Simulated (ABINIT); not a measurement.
# Cr (Im-3m) in ABINIT: a series of runs

Runs on Cr. Level: r2SCAN. Tasks: single point.

Program: ABINIT 10.8.3 (patched build). These are calculated values, not measurements. Logs are shortened: lines on timing, memory, paths and dates and some standing lists are left out, and cuts for length are marked. The log counts tension as positive stress, the text compression.

## (1) The crystal as given

The structure is cubic, space group Im-3m (No. 229). Conventional cell: a = 2.969 Å, b = 2.969 Å, c = 2.969 Å, α = 90.00°, β = 90.00°, γ = 90.00°. Cr (site symmetry m-3m) has 8 Cr at 2.57 Å as nearest neighbours.

## (2) Single point, r2SCAN, collinear spin, ferromagnetic start

Contents of run.abi:

```
# Pseudopotentials
pp_dirpath "./"
pseudos "Cr.upf"

# Structure
acell 3*1.0 Angstrom
rprim
    -1.4844496776     1.4844496776     1.4844496776
     1.4844496776    -1.4844496776     1.4844496776
     1.4844496776     1.4844496776    -1.4844496776
ntypat 1
znucl 24
natom 1
typat 1
xred
     0.0000000000     0.0000000000     0.0000000000

# Plane-wave basis
ecut 56.0

# k points
kptopt 1
ngkpt 10 10 10
nshiftk 1
shiftk 0.0 0.0 0.0

# Exchange and correlation
ixc -497498
usekden 1
nc_xccc_gspace 1
boxcutmin 3.0

# Bands and occupations
nband 12
occopt 3
tsmear 0.05 eV

# Spin
nsppol 2
spinat
     0.0000000000     0.0000000000     3.0000000000

# SCF cycle
nstep 100
tolvrs 1.0e-9

# Output
iomode 3
prtwf 0
prtden 0
prteig 0
prtebands 0
enunit 2
```

Potentials or basis: Ansatz NC r2SCAN.

Run with:

```console
$ mpirun --bind-to none -np 4 abinit run.abi > log 2>&1
```

run.abo:

```text
[... set-up lines left out ...]
 ETOT  1  -96.741512250458    -9.674E+01 2.676E-01 5.008E+03 1.231E+00 1.231E+00
 ETOT  2  -96.682194290382     5.932E-02 4.148E-02 7.137E+03 3.302E-01 1.561E+00
 ETOT  3  -96.917933063683    -2.357E-01 6.283E-02 4.590E+02 8.098E-01 7.513E-01
 ETOT  4  -96.927074192826    -9.141E-03 1.519E-03 1.394E+02 1.874E-01 5.639E-01
 ETOT  5  -96.932475734614    -5.402E-03 4.115E-04 2.558E+01 2.847E-01 2.792E-01
 ETOT  6  -96.933840674477    -1.365E-03 1.153E-04 7.624E+00 1.109E-01 1.683E-01
 ETOT  7  -96.934155178577    -3.145E-04 2.638E-04 7.652E-01 8.700E-02 8.125E-02
 ETOT  8  -96.934152112695     3.066E-06 4.007E-05 2.509E-01 4.857E-03 8.611E-02
 ETOT  9  -96.934186000881    -3.389E-05 1.041E-04 9.009E-02 3.379E-02 5.232E-02
 ETOT 10  -96.934190726602    -4.726E-06 1.894E-05 6.654E-02 7.139E-03 4.518E-02
 ETOT 11  -96.934181602948     9.124E-06 4.350E-05 1.071E-01 1.238E-02 5.756E-02
 ETOT 12  -96.934199821415    -1.822E-05 1.155E-05 6.718E-03 3.069E-02 2.687E-02
 ETOT 13  -96.934202844009    -3.023E-06 2.103E-05 3.899E-03 9.414E-03 1.745E-02
 ETOT 14  -96.934203976120    -1.132E-06 5.353E-06 1.975E-03 5.545E-03 1.191E-02
 ETOT 15  -96.934204528739    -5.526E-07 9.087E-06 8.728E-04 4.110E-03 7.800E-03
 ETOT 16  -96.934204881461    -3.527E-07 2.579E-06 5.583E-05 4.803E-03 2.997E-03
 ETOT 17  -96.934204939591    -5.813E-08 4.128E-06 5.555E-06 1.950E-03 1.047E-03
 ETOT 18  -96.934204946419    -6.828E-09 1.205E-06 1.866E-06 5.805E-04 4.670E-04
 ETOT 19  -96.934204947881    -1.462E-09 1.884E-06 2.002E-07 4.306E-04 3.642E-05
 ETOT 20  -96.934204947849     3.244E-11 5.591E-07 4.070E-07 8.334E-05 1.198E-04
 ETOT 21  -96.934204947944    -9.521E-11 8.695E-07 1.701E-08 1.144E-04 5.375E-06
 ETOT 22  -96.934204947945    -3.411E-13 2.604E-07 1.054E-08 1.358E-05 1.896E-05
 ETOT 23  -96.934204947951    -6.835E-12 4.039E-07 2.128E-10 1.717E-05 1.788E-06

 At SCF step   23       vres2   =  2.13E-10 < tolvrs=  1.00E-09 =>converged.

Result for kinetic energy density :

--------------------------------------------------------------------------------
 Total kinetic energy density [Ha/Bohr^3]
)     Maximum=    1.8937E+01  at reduced coord.    0.0000    0.0000    0.0000
)     Minimum=    1.0943E-02  at reduced coord.    0.7400    0.5000    0.2400
   Integrated=    3.9271E+01
 Spin up density      [Ha/Bohr^3]
)     Maximum=    9.4683E+00  at reduced coord.    0.0000    0.0000    0.0000
)     Minimum=    5.4717E-03  at reduced coord.    0.7400    0.5000    0.2400
   Integrated=    1.9636E+01
 Spin down density    [Ha/Bohr^3]
)     Maximum=    9.4683E+00  at reduced coord.    0.0000    0.0000    0.0000
)     Minimum=    5.4717E-03  at reduced coord.    0.7400    0.5000    0.2400
   Integrated=    1.9636E+01
 Magnetization (spin up - spin down) [Ha/Bohr^3]
)     Maximum=    5.0535E-06  at reduced coord.    0.0000    0.9200    0.9200
)     Minimum=   -4.7204E-08  at reduced coord.    0.7000    0.0200    0.0000
   Integrated=    9.4779E-06
 Relative magnetization (=zeta, between -1 and 1)
)     Maximum=    5.4097E-07  at reduced coord.    0.2400    0.6200    0.8600
)     Minimum=   -1.4875E-07  at reduced coord.    0.3200    0.0000    0.0000
--------------------------------------------------------------------------------

 Cartesian components of stress tensor (hartree/bohr^3)
  sigma(1 1)=  1.00531629E-03  sigma(3 2)=  0.00000000E+00
  sigma(2 2)=  1.00531629E-03  sigma(3 1)=  0.00000000E+00
  sigma(3 3)=  1.00531629E-03  sigma(2 1)=  0.00000000E+00

[... 50 lines left out ...]
    1     -0.00000000000000    -0.00000000000000    -0.00000000000000
 frms,max,avg= 0.0000000E+00 0.0000000E+00   0.000E+00  0.000E+00  0.000E+00 h/b

 cartesian forces (eV/Angstrom) at end:
    1     -0.00000000000000    -0.00000000000000    -0.00000000000000
 frms,max,avg= 0.0000000E+00 0.0000000E+00   0.000E+00  0.000E+00  0.000E+00 e/A
 length scales=  1.889726125908  1.889726125908  1.889726125908 bohr
              =  1.000000000000  1.000000000000  1.000000000000 angstroms
 Fermi (or HOMO) energy (hartree) =   0.42192   Average Vxc (hartree)=  -0.53329
 Magnetization (Bohr magneton)=  2.06266194E-06
 Total spin up =  7.00000103E+00   Total spin down =  6.99999897E+00
 Eigenvalues (hartree) for nkpt=  47  k points, SPIN UP:
 kpt#   1, nband= 12, wtk=  0.00100, kpt=  0.0000  0.0000  0.0000 (reduced coord)
  -2.32833   -1.21618   -1.21618   -1.21618    0.12847    0.38989    0.38989    0.38989
   0.46668    0.46668    1.23562    1.23562
      occupation numbers for kpt#   1
   1.00000    1.00000    1.00000    1.00000    1.00000    1.00000    1.00000    1.00000
   0.00000    0.00000    0.00000    0.00000
 prteigrs : prtvol=0 or 1, do not print more k-points.

 Eigenvalues (hartree) for nkpt=  47  k points, SPIN DOWN:
 kpt#   1, nband= 12, wtk=  0.00100, kpt=  0.0000  0.0000  0.0000 (reduced coord)
  -2.32833   -1.21618   -1.21618   -1.21618    0.12847    0.38989    0.38989    0.38989
   0.46668    0.46668    1.23562    1.23562
      occupation numbers for kpt#   1
   1.00000    1.00000    1.00000    1.00000    1.00000    1.00000    1.00000    1.00000
   0.00000    0.00000    0.00000    0.00000
 prteigrs : prtvol=0 or 1, do not print more k-points.

 Fermi (or HOMO) energy (eV) =  11.48114   Average Vxc (eV)= -14.51164
 Eigenvalues (   eV  ) for nkpt=  47  k points, SPIN UP:
 kpt#   1, nband= 12, wtk=  0.00100, kpt=  0.0000  0.0000  0.0000 (reduced coord)
 -63.35711  -33.09387  -33.09387  -33.09387    3.49581   10.60953   10.60953   10.60953
  12.69894   12.69894   33.62303   33.62303
 prteigrs : prtvol=0 or 1, do not print more k-points.

 Eigenvalues (   eV  ) for nkpt=  47  k points, SPIN DOWN:
 kpt#   1, nband= 12, wtk=  0.00100, kpt=  0.0000  0.0000  0.0000 (reduced coord)
 -63.35711  -33.09387  -33.09387  -33.09387    3.49581   10.60954   10.60954   10.60954
  12.69895   12.69895   33.62304   33.62304
 prteigrs : prtvol=0 or 1, do not print more k-points.

--- !EnergyTerms
iteration_state     : {dtset: 1, }
comment             : Components of total free energy in Hartree
kinetic             :  3.92712583902561E+01
hartree             :  1.93809534009067E+01
xc                  : -2.21127749592434E+01
Ewald energy        : -6.35684538755965E+01
psp_core            :  2.73253912876990E+00
local_psp           : -6.66934091643528E+01
non_local_psp       : -5.94406909069463E+00
internal            : -9.69339561699546E+01
'-kT*entropy'       : -2.48777996813511E-04
total_energy        : -9.69342049479514E+01
total_energy_eV     : -2.63771409128579E+03
band_energy         : -9.99239886700240E+00
...

 Cartesian components of stress tensor (hartree/bohr^3)
  sigma(1 1)=  1.00531629E-03  sigma(3 2)=  0.00000000E+00
  sigma(2 2)=  1.00531629E-03  sigma(3 1)=  0.00000000E+00
  sigma(3 3)=  1.00531629E-03  sigma(2 1)=  0.00000000E+00

-Cartesian components of stress tensor (GPa)         [Pressure= -2.9577E+01 GPa]
- sigma(1 1)=  2.95774264E+01  sigma(3 2)=  0.00000000E+00
- sigma(2 2)=  2.95774264E+01  sigma(3 1)=  0.00000000E+00
- sigma(3 3)=  2.95774264E+01  sigma(2 1)=  0.00000000E+00

== END DATASET(S) ==============================================================
================================================================================

 -outvars: echo values of variables after computation  --------
            acell      1.8897261259E+00  1.8897261259E+00  1.8897261259E+00 Bohr
           etotal     -9.6934204948E+01
            fcart     -0.0000000000E+00 -0.0000000000E+00 -0.0000000000E+00
            rprim     -1.4844496776E+00  1.4844496776E+00  1.4844496776E+00
                       1.4844496776E+00 -1.4844496776E+00  1.4844496776E+00
                       1.4844496776E+00  1.4844496776E+00 -1.4844496776E+00
           strten      1.0053162892E-03  1.0053162892E-03  1.0053162892E-03
                       0.0000000000E+00  0.0000000000E+00  0.0000000000E+00
 Calculation completed.
```

Wall time 5.3 min (4 MPI ranks of AMD EPYC 7R43 (Zen 3), shared host); peak memory 0.6 GiB.

Results:

```yaml
Free_energy: -2637.7141 eV
Pressure: -29.6 GPa
Band_gap_on_the_k_mesh: none (metal or under the smearing width)
Net_moment: 0.00 μB per cell
Valence_electrons_inside_the_program's_atomic_spheres: Cr 11.72 (radii [1.0584] Å)
```

Caveat: the starting moments collapsed, and a magnetic state may lie lower; a pressure of tens of GPa on the cell as given is suspect, and the run, the potentials or the cell itself is likely at fault.

## (3) Single point, r2SCAN, collinear spin, ferromagnetic start

Edit run.abi of step 2 so:

```diff
@@ -2,3 +2,3 @@
 pp_dirpath "./"
-pseudos "Cr.upf"
+pseudos "Cr_ONCV_PBE-1.2.upf"
 
@@ -18,3 +18,3 @@
 # Plane-wave basis
-ecut 56.0
+ecut 31.0
 
@@ -29,4 +29,2 @@
 usekden 1
-nc_xccc_gspace 1
-boxcutmin 3.0
```

Potentials or basis: SG15 NC PBE v1.2.

Run with:

```console
$ mpirun --bind-to none -np 4 abinit run.abi > log 2>&1
```

Wall time 55 s (4 MPI ranks of AMD EPYC 7R43 (Zen 3), shared host); peak memory 0.28 GiB.

Results (log left out):

```
Free energy                                           : -2279.2139 eV
Pressure                                              : -30.8 GPa
Band gap on the k mesh                                : none (metal or under the smearing width)
Net moment                                            : 0.00 μB per cell
Valence electrons inside the program's atomic spheres : Cr 11.69 (radii [1.0584] Å)
```

Levels at points of the mesh, in eV from the Fermi level:
Spin up:
```tsv
k point	band 4	band 5	band 6	band 7	band 8	band 9	band 10	band 11
(0.00, 0.00, 0.00)	-44.92	-8.15	-0.88	-0.88	-0.88	1.19	1.19	22.46
(0.50, 0.00, 0.00)	-44.92	-4.19	-2.27	0.51	1.10	1.47	2.45	8.81
(0.50, 0.50, 0.50)	-45.37	-3.77	-3.77	2.10	2.10	2.10	9.80	9.80
```
Spin down:
```csv
k point,band 4,band 5,band 6,band 7,band 8,band 9,band 10,band 11
"(0.00, 0.00, 0.00)",-44.92,-8.15,-0.88,-0.88,-0.88,1.19,1.19,22.46
"(0.50, 0.00, 0.00)",-44.92,-4.19,-2.27,0.51,1.10,1.47,2.45,8.81
"(0.50, 0.50, 0.50)",-45.37,-3.77,-3.77,2.10,2.10,2.10,9.80,9.80
```

Caveat: the starting moments collapsed, and a magnetic state may lie lower; a pressure of tens of GPa on the cell as given is suspect, and the run, the potentials or the cell itself is likely at fault; the potentials were made for another functional, which shifts forces and pressure.

## (4) Single point, r2SCAN, collinear spin, ferromagnetic start

Edit run.abi of step 3 so:

```diff
@@ -2,3 +2,3 @@
 pp_dirpath "./"
-pseudos "Cr_ONCV_PBE-1.2.upf"
+pseudos "Cr.upf"
 
@@ -18,3 +18,3 @@
 # Plane-wave basis
-ecut 31.0
+ecut 56.0
 
@@ -29,2 +29,4 @@
 usekden 1
+nc_xccc_gspace 1
+boxcutmin 3.0
```

Potentials or basis: PseudoDojo NC SR PBE v0.4.1 standard.

Run with:

```console
$ mpirun --bind-to none -np 4 abinit run.abi > log 2>&1
```

run.abo:

```text
.Version 10.8.3 of ABINIT
 Symmetries : space group Im -3 m (#229); Bravais cI (body-center cubic)
================================================================================
 Values of the parameters that define the memory need of the present run
     intxc =       0    ionmov =       0      iscf =       7    lmnmax =       6
     lnmax =       6     mgfft =      50  mpssoang =       3    mqgrid =    3001
     natom =       1  nloc_mem =       1    nspden =       2   nspinor =       1
    nsppol =       2      nsym =      48    n1xccc =    2501    ntypat =       1
    occopt =       3   xclevel =       2
       mpw =        1785          nfft =      125000          nkpt =          47
================================================================================
================================================================================

--------------------------------------------------------------------------------
------------- Echo of variables that govern the present computation ------------
--------------------------------------------------------------------------------
 -outvars: echo values of preprocessed input variables --------
            acell      1.8897261259E+00  1.8897261259E+00  1.8897261259E+00 Bohr
              amu      5.19961000E+01
        boxcutmin      3.00000000E+00
             ecut      5.60000000E+01 Hartree
           enunit           2
              ixc     -497498
         kptrlatt       10    0    0      0   10    0      0    0   10
          kptrlen      4.85875471E+01
            natom           1
            nband          12
   nc_xccc_gspace           1
            ngfft          50      50      50
[... 211 lines left out ...]
 kpt#   1, nband= 12, wtk=  0.00100, kpt=  0.0000  0.0000  0.0000 (reduced coord)
 -64.13943  -33.49867  -33.49867  -33.49867    3.44659   10.84743   10.84743   10.84743
  12.88957   12.88957   33.79188   33.79188
 prteigrs : prtvol=0 or 1, do not print more k-points.

--- !EnergyTerms
iteration_state     : {dtset: 1, }
comment             : Components of total free energy in Hartree
kinetic             :  3.79988616443890E+01
hartree             :  1.89657134874160E+01
xc                  : -1.36015320438298E+01
Ewald energy        : -6.35684538755965E+01
psp_core            :  2.72640701762528E+00
local_psp           : -6.58893563912544E+01
non_local_psp       : -6.11510566228824E+00
internal            : -8.94834658235387E+01
'-kT*entropy'       : -2.54857131376973E-04
total_energy        : -8.94837206806700E+01
total_energy_eV     : -2.43497608616919E+03
band_energy         : -1.01077878453942E+01
...

 Cartesian components of stress tensor (hartree/bohr^3)
  sigma(1 1)=  1.08998791E-03  sigma(3 2)=  0.00000000E+00
  sigma(2 2)=  1.08998791E-03  sigma(3 1)=  0.00000000E+00
  sigma(3 3)=  1.08998791E-03  sigma(2 1)=  0.00000000E+00

-Cartesian components of stress tensor (GPa)         [Pressure= -3.2069E+01 GPa]
- sigma(1 1)=  3.20685514E+01  sigma(3 2)=  0.00000000E+00
- sigma(2 2)=  3.20685514E+01  sigma(3 1)=  0.00000000E+00
- sigma(3 3)=  3.20685514E+01  sigma(2 1)=  0.00000000E+00

== END DATASET(S) ==============================================================
================================================================================

 -outvars: echo values of variables after computation  --------
            acell      1.8897261259E+00  1.8897261259E+00  1.8897261259E+00 Bohr
           etotal     -8.9483720681E+01
            fcart     -0.0000000000E+00 -0.0000000000E+00 -0.0000000000E+00
            rprim     -1.4844496776E+00  1.4844496776E+00  1.4844496776E+00
                       1.4844496776E+00 -1.4844496776E+00  1.4844496776E+00
                       1.4844496776E+00  1.4844496776E+00 -1.4844496776E+00
           strten      1.0899879061E-03  1.0899879061E-03  1.0899879061E-03
                       0.0000000000E+00  0.0000000000E+00  0.0000000000E+00
 Calculation completed.
```

Run time: 4.6 min. Hardware: 4 MPI ranks of AMD EPYC 7R43 (Zen 3), shared host; peak memory 0.6 GiB.

What came out:

| Item | Value |
| --- | --- |
| Free energy | -2434.9761 eV |
| Pressure | -32.1 GPa |
| Band gap on the k mesh | none (metal or under the smearing width) |
| Net moment | 0.00 μB per cell |
| Valence electrons inside the program's atomic spheres | Cr 11.69 (radii [1.0584] Å) |

Levels at points of the mesh, in eV from the Fermi level:
Spin up:
```
           k point  band 4  band 5  band 6  band 7  band 8  band 9  band 10  band 11
(0.00, 0.00, 0.00)  -45.22   -8.27   -0.87   -0.87   -0.87    1.17     1.17    22.07
(0.50, 0.00, 0.00)  -45.22   -4.23   -2.27    0.38    1.09    1.45     2.47     8.73
(0.50, 0.50, 0.50)  -45.66   -3.81   -3.81    2.13    2.13    2.13     9.59     9.59
```
Spin down:
```
           k point  band 3  band 4  band 5  band 6  band 7  band 8  band 9  band 10  band 11  band 12
(0.00, 0.00, 0.00)  -45.22  -45.22   -8.27   -0.87   -0.87   -0.87    1.17     1.17    22.07    22.07
(0.50, 0.00, 0.00)  -45.42  -45.22   -4.23   -2.27    0.38    1.09    1.45     2.47     8.73    16.67
(0.50, 0.50, 0.50)  -45.66  -45.66   -3.81   -3.81    2.13    2.13    2.13     9.59     9.59     9.59
```

Caveat: a meta-GGA on potentials with a model core is unreliable; the starting moments collapsed, and a magnetic state may lie lower; a pressure of tens of GPa on the cell as given is suspect, and the run, the potentials or the cell itself is likely at fault; the potentials were made for another functional, which shifts forces and pressure.
